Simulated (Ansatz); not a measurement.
Cell and atoms are relaxed with the symmetry kept. Start:

```xyz
4
Lattice="-1.6749 1.6749 5.7401 1.6749 -1.6749 5.7401 1.6749 1.6749 -5.7401" Properties=species:S:1:pos:R:3 pbc="T T T"
Nb    0.0000    0.0000    8.6088
Nb    1.6749    0.0000    5.7387
P     0.0000    0.0000    3.8200
P     1.6749    0.0000    0.9500
```

Level of theory: Ansatz 0.2.0, DFT PBE, scalar-relativistic, plane waves, PAW.

Plane waves to 420 eV, a k mesh through Γ of 18×18×18 on the computed 4-atom cell and Gaussian smearing (0.10 eV); no spin polarisation.

What does it relax to?

The volume drops by 0.10 Å³/atom to 16.00 Å³/atom, and the energy falls by 0.4 meV/atom. Final structure:
```xyz
4
Lattice="-1.6735 1.6735 5.7140 1.6735 -1.6735 5.7140 1.6735 1.6735 -5.7140" Properties=species:S:1:pos:R:3 pbc="T T T"
Nb    0.0000    0.0000    8.5714
Nb    1.6735    0.0000    5.7144
P     0.0000    0.0000    3.8009
P     1.6735    0.0000    0.9439
```